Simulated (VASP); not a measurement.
## BAs: single point with PBE

The system is BAs.

```
CELL_PARAMETERS angstrom
0.00000 2.07492 2.07492
2.07492 0.00000 2.07492
2.07492 2.07492 0.00000
ATOMIC_POSITIONS crystal
B 0.00000 0.00000 0.00000
As 0.75000 0.75000 0.75000
```

The cell is a database's computed one.

The cell isn't the ideal one: N replaced by As, lengths x 1.186, strained and moved within the space group.

| Property | Result |
| --- | --- |
| Program | VASP 6.6.1 |
| Task | single point |
| Functional | PBE |
| Potentials or basis | VASP PAW PBE potentials, release 64 (B, As) |
| Cutoff | 520 eV |
| k mesh | 12 × 12 × 12 |
| Occupations | gaussian, width 0.02 eV |
| Spin | no spin polarisation |

```json
{"Pressure": "144.3 GPa", "Band gap on the k mesh": "0.69 eV, indirect (least direct gap 4.05 eV)"}
```

Levels at points of the mesh, in eV from the valence-band top:
```
           k point  band 2  band 3  band 4  band 5  band 6  band 7
(0.00, 0.00, 0.00)    0.00    0.00    0.00    4.05    4.05    4.05
(0.50, 0.00, 0.00)  -12.55   -2.60   -2.60    5.21    5.21    5.69
(0.50, 0.50, 0.00)  -11.32   -6.14   -6.14    0.74    1.03   15.86
```

Wall time 8.7 s on 1 thread of Intel(R) Xeon(R) Platinum 8375C CPU @ 2.90GHz (Ice Lake), on a shared host, peak memory 0.14 GiB.

Caveat: the cell as given lies far from equilibrium; so large a pressure means that the cell lies far from this level's equilibrium, or that cutoff or potentials fall short. A k mesh can miss the band edges.
